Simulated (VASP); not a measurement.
# CO in VASP: notebook

Aim: see how the results for CO move with the level of theory and the settings. Levels: BLYP, r2SCAN0+D4. Tasks: relaxation of the atoms, single point.

All numbers are computed with VASP 6.6.1; they aren't measurements. Logs are shortened: lines on timing, memory, paths and dates and some standing lists are left out, and cuts for length are marked.

## 1. The molecule as given

The cell holds a molecule in a box, 2 atoms: a = 10.000 Å, b = 10.000 Å, c = 10.000 Å, α = 90.00°, β = 90.00°, γ = 90.00°.

## 2. Relaxation of the atoms, BLYP

INCAR reads:

```
AGGAC = 1.0
AGGAX = 1.0
ALDAC = 0.0
ALDAX = 1.0
ALGO = Normal
EDIFF = 1E-7
EDIFFG = -0.02
ENCUT = 900
GGA = B5
IBRION = 2
ISIF = 2
ISMEAR = 0
LASPH = T
LCHARG = F
LREAL = F
LWAVE = F
NELM = 100
NSW = 40
PREC = Accurate
SIGMA = 0.01
```

KPOINTS reads:

```
k-points
0
Gamma
  1 1 1
```

POSCAR reads:

```
CO
1.0
   10.0000000000      0.0000000000      0.0000000000
    0.0000000000     10.0000000000      0.0000000000
    0.0000000000      0.0000000000     10.0000000000
C O
1 1
Direct
    0.5492900000      0.4865900000      0.5281200000
    0.4533100000      0.5176100000      0.4786800000
```

Potentials or basis: VASP PAW PBE potentials, release 64 (C_h, O_h).

The run is started by

```bash
$ cat potpaw_PBE.64/C_h/POTCAR potpaw_PBE.64/O_h/POTCAR > POTCAR
$ mpirun -np 1 vasp_gam > vasp.out
```

OUTCAR:

```text
EDIFF = 1E-7
   EDIFFG = -0.02
   ENCUT = 900
   GGA = B5
   IBRION = 2
   ISIF = 2
   ISMEAR = 0
   LASPH = T
   LREAL = F
   NELM = 100
   NSW = 40
   PREC = Accurate

 ion  position               nearest neighbor table
   1  0.549  0.487  0.528-   2 1.12
   2  0.453  0.518  0.479-   1 1.12

  LATTYP: Found a simple cubic cell.
 ALAT       =    10.0000000000

  Lattice vectors:

 A1 = (  10.0000000000,   0.0000000000,   0.0000000000)
 A2 = (   0.0000000000,  10.0000000000,   0.0000000000)
 A3 = (   0.0000000000,   0.0000000000,  10.0000000000)

Analysis of symmetry for initial positions (statically):
=====================================================================
 Subroutine PRICEL returns:
 Original cell was already a primitive cell.

 Routine SETGRP: Setting up the symmetry group for a
 simple cubic supercell.

 Subroutine GETGRP returns: Found  1 space group operations
 (whereof  1 operations were pure point group operations)
 out of a pool of 48 trial point group operations.

The static configuration has the point symmetry C_1 .

Analysis of symmetry for dynamics (positions and initial velocities):
=====================================================================
 Subroutine PRICEL returns:
 Original cell was already a primitive cell.

 Routine SETGRP: Setting up the symmetry group for a
 simple cubic supercell.

 Subroutine GETGRP returns: Found  1 space group operations
 (whereof  1 operations were pure point group operations)
 out of a pool of 48 trial point group operations.

The dynamic configuration has the point symmetry C_1 .

 Subroutine INISYM returns: Found  1 space group operations
 (whereof  1 operations are pure point group operations),
 and found     1 'primitive' translations

----------------------------------------------------------------------------------------

                                     Primitive cell

  volume of cell :    1000.0000

  direct lattice vectors                    reciprocal lattice vectors
    10.000000000  0.000000000  0.000000000     0.100000000  0.000000000  0.000000000
     0.000000000 10.000000000  0.000000000     0.000000000  0.100000000  0.000000000
     0.000000000  0.000000000 10.000000000     0.000000000  0.000000000  0.100000000

  length of vectors
    10.000000000 10.000000000 10.000000000     0.100000000  0.100000000  0.100000000

  position of ions in fractional coordinates (direct lattice)
     0.549290000  0.486590000  0.528120000
     0.453310000  0.517610000  0.478680000

  ion indices of the primitive-cell ions
   primitive index   ion index
                 1           1
                 2           2

----------------------------------------------------------------------------------------

 KPOINTS: k-points

Automatic generation of k-mesh.
 Grid dimensions read from file:
 generate k-points for:    1    1    1

 Generating k-lattice:

  Cartesian coordinates                     Fractional coordinates (reciprocal lattice)
     0.100000000  0.000000000  0.000000000     1.000000000  0.000000000  0.000000000
     0.000000000  0.100000000  0.000000000     0.000000000  1.000000000  0.000000000
     0.000000000  0.000000000  0.100000000     0.000000000  0.000000000  1.000000000

  Length of vectors
     0.100000000  0.100000000  0.100000000

  Shift w.r.t. Gamma in fractional coordinates (k-lattice)
     0.000000000  0.000000000  0.000000000

 Subroutine IBZKPT returns following result:
 ===========================================

 Found      1 irreducible k-points:

 Following reciprocal coordinates:
            Coordinates               Weight
  0.000000  0.000000  0.000000      1.000000
   k-points           NKPTS =      1   k-points in BZ     NKDIM =      1   number of bands    NBANDS=      9
   number of dos      NEDOS =    301   number of ions     NIONS =      2
   total plane-waves  NPLWV = 941192
   dimension x,y,z NGX =    98 NGY =   98 NGZ =   98
   dimension x,y,z NGXF=   196 NGYF=  196 NGZF=  196
   ions per type =               1   1
   NGX,Y,Z   is equivalent  to a cutoff of  16.29, 16.29, 16.29 a.u.
   NGXF,Y,Z  is equivalent  to a cutoff of  32.58, 32.58, 32.58 a.u.
 SYSTEM =  unknown system
   PREC   = accura    normal or accurate (medium, high low for compatibility)
   ISTART =      0    job   : 0-new  1-cont  2-samecut
   ICHARG =      2    charge: 1-file 2-atom 10-const
   ISPIN  =      1    spin polarized calculation?
   LNONCOLLINEAR =      F non collinear calculations
   LSORBIT =      F    spin-orbit coupling
   LASPH  =      T    aspherical Exc in radial PAW
   ENCUT  =  900.0 eV  66.15 Ry    8.13 a.u.  24.46 24.46 24.46*2*pi/ulx,y,z
   NELM   =    100;   NELMIN=  2; NELMDL= -5     # of ELM steps
   EDIFF  = 0.1E-06   stopping-criterion for ELM
   LREAL  =      F    real-space projection
   EDIFFG = -.2E-01   stopping-criterion for IOM
   NSW    =     40    number of steps for IOM
   IBRION =      2    ionic relax: 0-MD 1-quasi-New 2-CG
   NFREE  =      1    steps in history (QN), initial steepest desc. (CG)
   ISIF   =      2    stress and relaxation
   ISYM   =      2    0-nonsym 1-usesym 2-fastsym
   POTIM  = 0.5000    time-step for ionic-motion
   TEBEG  =    0.0;   TEEND  =   0.0 temperature during run
   PSTRESS=    0.0 pullay stress
   NELECT =      10.0000    total number of electrons
   NUPDOWN=      -1.0000    fix difference up-down
   EMIN   =  10.00;   EMAX   =-10.00  energy-range for DOS
   EFERMI =   0.00;   METHOD = LEGACY
   ISMEAR =     0;   SIGMA  =   0.01  broadening in eV -4-tet -1-fermi 0-gaus
   EFERMI_NEDOS =   21; number of points for ismear=-14 and -15
   IALGO  =     38    algorithm
   IMIX   =      4    mixing-type and parameters
     AMIX     =   0.40;   BMIX     =  1.00
     AMIX_MAG =   1.60;   BMIX_MAG =  1.00
  volume/ion in A,a.u.               =     500.00      3374.17
  Fermi-wavevector in a.u.,A,eV,Ry     =   0.352702  0.666511  1.692549  0.124399
  Thomas-Fermi vector in A             =   1.266362
   LORBIT       =      0    0 simple, 1 ext, 2 COOP (PROOUT), +10 PAW based schemes
   GGA     = B5    functional components
   LHFCALC =     F    Hartree Fock is set to
   AEXX    =    0.0000 exact exchange contribution
   IVDW    =     0    specifies the selected vdW correction
   LEPSILON=     F    determine dielectric tensor
   LRPA    =     F    only Hartree local field effects (RPA)
 conjugate gradient relaxation of ions
 non-spin polarized calculation
 Gauss-broadening in eV      SIGMA  =   0.01
  energy-cutoff  :      900.00
  volume of cell :     1000.00
 maximum number of plane-waves:     30723
 NGX is ok and might be reduce to    98
   NGX = 49   NGY = 49   NGZ = 49

--------------------------------------- Ionic step        1  -------------------------------------------

 number of electron      10.0000000 magnetization

 Free energy of the ion-electron system (eV)
  ---------------------------------------------------
  ext. energy  EPLUGINS =         0.00000000
  ---------------------------------------------------
  free energy    TOTEN  =       -14.53227212 eV

  energy without entropy =      -14.53227212  energy(sigma->0) =      -14.53227212

------------------------ aborting loop because EDIFF is reached ----------------------------------------

  FORCE on cell =-STRESS in cart. coord.  units (eV):
  Direction    XX          YY          ZZ          XY          YZ          ZX
  --------------------------------------------------------------------------------------
  -------------------------------------------------------------------------------------
  Total        1.0525863      0.0217354      0.2067450     -0.3725519     -0.1917250      0.5935444
  in kB        1.6864298      0.0348239      0.3312422     -0.5968942     -0.3071774      0.9509633
  external PRESSURE =       0.6841653 kB  Pullay stress =       0.0000000 kB

 VOLUME and BASIS-vectors are now :
 -----------------------------------------------------------------------------
  energy-cutoff  :      900.00
  volume of cell :     1000.00
      direct lattice vectors                 reciprocal lattice vectors
    10.000000000  0.000000000  0.000000000     0.100000000  0.000000000  0.000000000
     0.000000000 10.000000000  0.000000000     0.000000000  0.100000000  0.000000000
     0.000000000  0.000000000 10.000000000     0.000000000  0.000000000  0.100000000
[... 75 lines left out ...]
 POSITION                                       TOTAL-FORCE (eV/Angst)
 -----------------------------------------------------------------------------------
      5.49819      4.86419      5.28393        -0.045528      0.014246     -0.023032
      4.52781      5.17781      4.78407         0.045528     -0.014246      0.023032
 -----------------------------------------------------------------------------------
    total drift:                               -0.000284      0.000063      0.000064

  FREE ENERGIE OF THE ION-ELECTRON SYSTEM (eV)
  ---------------------------------------------------
  free  energy   TOTEN  =       -14.5404954604 eV

  energy  without entropy=      -14.5404954604  energy(sigma->0) =      -14.54049546

--------------------------------------- Ionic step        4  -------------------------------------------

 number of electron      10.0000000 magnetization

 Free energy of the ion-electron system (eV)
  ---------------------------------------------------
  ext. energy  EPLUGINS =         0.00000000
  ---------------------------------------------------
  free energy    TOTEN  =       -14.54050860 eV

  energy without entropy =      -14.54050860  energy(sigma->0) =      -14.54050860

 E-fermi :  -8.7974     XC(G=0):  -0.5766

 val. band max:       -8.8437189315   @ k =   0.0000   0.0000   0.0000
 cond. band min:      -1.8360642621   @ k =   0.0000   0.0000   0.0000
 fundamental gap:      7.0076546694
 Fermi energy:        -8.7974071182

 k-point     1 :       0.0000    0.0000    0.0000
  band No.  band energies     occupation
      1     -28.8946      2.00000
      2     -13.8158      2.00000
      3     -11.4802      2.00000
      4     -11.4800      2.00000
      5      -8.8437      2.00000
      6      -1.8361      0.00000
      7      -1.8350      0.00000
      8      -0.1268      0.00000
      9       1.1199      0.00000

------------------------ aborting loop because EDIFF is reached ----------------------------------------

  FORCE on cell =-STRESS in cart. coord.  units (eV):
  Direction    XX          YY          ZZ          XY          YZ          ZX
  --------------------------------------------------------------------------------------
  -------------------------------------------------------------------------------------
  Total       -0.0994073     -0.0978242     -0.0987757     -0.0001814     -0.0002311     -0.0002058
  in kB       -0.1592681     -0.1567317     -0.1582562     -0.0002906     -0.0003703     -0.0003298
  external PRESSURE =      -0.1580854 kB  Pullay stress =       0.0000000 kB
[... 10 lines left out ...]
 POSITION                                       TOTAL-FORCE (eV/Angst)
 -----------------------------------------------------------------------------------
      5.49800      4.86425      5.28383        -0.002074      0.000212     -0.000659
      4.52800      5.17775      4.78417         0.002074     -0.000212      0.000659
 -----------------------------------------------------------------------------------
    total drift:                               -0.000391      0.000087      0.000010

  FREE ENERGIE OF THE ION-ELECTRON SYSTEM (eV)
  ---------------------------------------------------
  free  energy   TOTEN  =       -14.5405085957 eV

  energy  without entropy=      -14.5405085957  energy(sigma->0) =      -14.54050860

 reached required accuracy - stopping structural energy minimisation
```

It took 21 min on 1 thread of AMD EPYC 9R45 (Zen 5), shared host; peak memory 1.7 GiB.

What came out:

* Free energy: -14.5405 eV
* Energy gained by relaxing: 4.1 meV/atom
* Ionic steps: 4
* Gap between the frontier levels: 7.01 eV

Forces on the atoms (eV/Å):
```
C   -0.002  0.000 -0.001
O    0.002  0.000  0.001
```

Step by step:
```tsv
step	energy change (eV)	largest force (eV/Å)	pressure (GPa)
1	0.0000	1.4038	0.07
2	0.6383	9.0245	-0.62
3	-0.0082	0.0530	-0.02
4	-0.0082	0.0022	-0.02
```

Final structure:
```cif
data_structure
_symmetry_space_group_name_H-M 'P 1'
_symmetry_Int_Tables_number 1
_cell_length_a 10.0000
_cell_length_b 10.0000
_cell_length_c 10.0000
_cell_angle_alpha 90.000
_cell_angle_beta 90.000
_cell_angle_gamma 90.000
_cell_volume 1000.00
loop_
_atom_site_label
_atom_site_type_symbol
_atom_site_fract_x
_atom_site_fract_y
_atom_site_fract_z
_atom_site_occupancy
C1 C 0.54980 0.48642 0.52838 1
O1 O 0.45280 0.51778 0.47842 1
```

Caveat: the cutoff is under 1.25 times the usual one of these potentials, so pressure, stress and relaxed cells hold a basis-set (Pulay) error; the PAW data sets were made with another functional, which shifts forces and pressure a little. BLYP gaps usually lie below the measured ones, often by a third to a half.

## 3. Single point, r2SCAN0+D4

POSCAR is that of step 2.

INCAR.step1 reads:

```
SYSTEM = CO
PREC     = Accurate       ! precision mode
ENCUT    = 520            ! plane-wave cutoff, eV
EDIFF    = 1E-5           ! SCF threshold, eV
ISMEAR   = 0              ! smearing method
SIGMA    = 0.01           ! smearing width, eV
LREAL    = .FALSE.        ! projectors in reciprocal space
LASPH    = .TRUE.         ! aspherical terms in the spheres
NELM     = 60             ! most SCF steps
ALGO     = Normal         ! electronic algorithm
ISIF     = 2              ! what is computed and relaxed
LWAVE    = .TRUE.         ! write WAVECAR
LCHARG   = .FALSE.        ! write CHGCAR
NBANDS   = 12             ! bands
GGA      = PE             ! functional
```

INCAR.step2 reads:

```
SYSTEM = CO
PREC     = Accurate       ! precision mode
ENCUT    = 520            ! plane-wave cutoff, eV
EDIFF    = 1E-6           ! SCF threshold, eV
ISMEAR   = 0              ! smearing method
SIGMA    = 0.01           ! smearing width, eV
LREAL    = .FALSE.        ! projectors in reciprocal space
LASPH    = .TRUE.         ! aspherical terms in the spheres
NELM     = 60             ! most SCF steps
ALGO     = Normal         ! electronic algorithm
ISIF     = 2              ! what is computed and relaxed
LWAVE    = .FALSE.        ! write WAVECAR
LCHARG   = .FALSE.        ! write CHGCAR
METAGGA  = R2SCAN         ! meta-GGA
LHFCALC  = .TRUE.         ! exact exchange
AEXX     = 0.25           ! exact-exchange fraction
LMIXTAU  = .TRUE.       
PRECFOCK = Normal       
IVDW     = 13             ! dispersion correction
VDW_S6   = 1.0          
VDW_S8   = 0.8992       
VDW_A1   = 0.4778       
VDW_A2   = 5.8779       
NBANDS   = 12             ! bands
ISTART   = 1
```

KPOINTS reads:

```
Automatic mesh
0
G
  1 1 1
  0 0 0
```

Potentials or basis: VASP PAW PBE potentials, release 64 (C, O).

The run is started by

```bash
$ cat potpaw_PBE.64/C/POTCAR potpaw_PBE.64/O/POTCAR > POTCAR
$ cp INCAR.step1 INCAR
$ mpirun -np 1 vasp_gam > vasp.out
$ cp INCAR.step2 INCAR
$ mpirun -np 1 vasp_gam > vasp.out
```

Run time: 4.7 min. Hardware: 1 thread of AMD EPYC 9R45 (Zen 5), shared host; peak memory 1 GiB.

Results (log left out):

```yaml
Free_energy: -20.6039 eV
Largest_force: 0.394 eV/Å
Gap_between_the_frontier_levels: 10.55 eV
Dispersion_energy_per_atom: -0.001 eV
```

Forces in eV/Å, atoms in the order of the input:
```
C    0.336 -0.110  0.173
O   -0.336  0.110 -0.173
```

Levels at points of the mesh, in eV from the valence-band top:
| k point | band 3 | band 4 | band 5 | band 6 | band 7 | band 8 |
| --- | --- | --- | --- | --- | --- | --- |
| (0.00, 0.00, 0.00) | -2.77 | -2.77 | 0.00 | 10.55 | 10.55 | 11.07 |

Caveat: the standard files for N, O and F lose accuracy on very short bonds; the PAW data sets were made with another functional, which shifts forces and pressure a little.
